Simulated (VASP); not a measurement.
# Re: relaxation of cell and atoms with LDA

The system is Re.

```
Re
1.0
     2.73828    0.00000    0.00000
    -1.36914    2.37142    0.00000
     0.00000    0.00000    4.43235
Re
2
Direct
  0.33333 0.66667 0.25000
  0.66667 0.33333 0.75000
```

```yaml
Program: VASP 6.6.1
Task: relaxation of cell and atoms
Functional: LDA
Potentials_or_basis: VASP PAW LDA potentials, release 64 (Re)
Cutoff: 600 eV
k_mesh: 15 × 15 × 8
Occupations: methfessel-paxton, width 0.1 eV
Spin: no spin polarisation
Further_INCAR_settings: ALGO = Normal; EDIFF = 1e-07; IBRION = 2; EDIFFG = -0.005; NSW = 90; ISIF = 3
```

```yaml
Relaxed_volume: 14.39 Å³/atom
Relaxed_cell: a = 2.738 Å, b = 2.738 Å, c = 4.433 Å, α = 90.00°, β = 90.00°, γ = 120.00°
Space_group_after_relaxing_to_0.05_Å: P6_3/mmc (No. 194)
Energy_gained_by_relaxing: 0.0 meV/atom
Ionic_steps: 3
Pressure_after_relaxing: 0.0 GPa
Band_gap_on_the_k_mesh: none (metal or under the smearing width)
```

Final structure:
```
Re
1.0
     2.73849    0.00000    0.00000
    -1.36925    2.37160    0.00000
     0.00000    0.00000    4.43270
Re
2
Direct
  0.33333 0.66667 0.25000
  0.66667 0.33333 0.75000
```

Levels at points of the mesh, in eV from the Fermi level:
| k point | band 5 | band 6 | band 7 | band 8 | band 9 | band 10 |
| --- | --- | --- | --- | --- | --- | --- |
| (0.00, 0.00, 0.00) | -1.63 | -0.77 | -0.77 | 0.21 | 0.21 | 0.80 |
| (0.00, 0.00, 0.50) | -1.76 | -1.76 | -1.76 | -1.76 | 2.64 | 2.64 |

It took 42 s on 1 thread of Intel(R) Xeon(R) Platinum 8559C (Emerald Rapids), with other jobs on the host, peak memory 0.18 GiB.

The run has no spin-orbit coupling, so splittings on Re are missing.
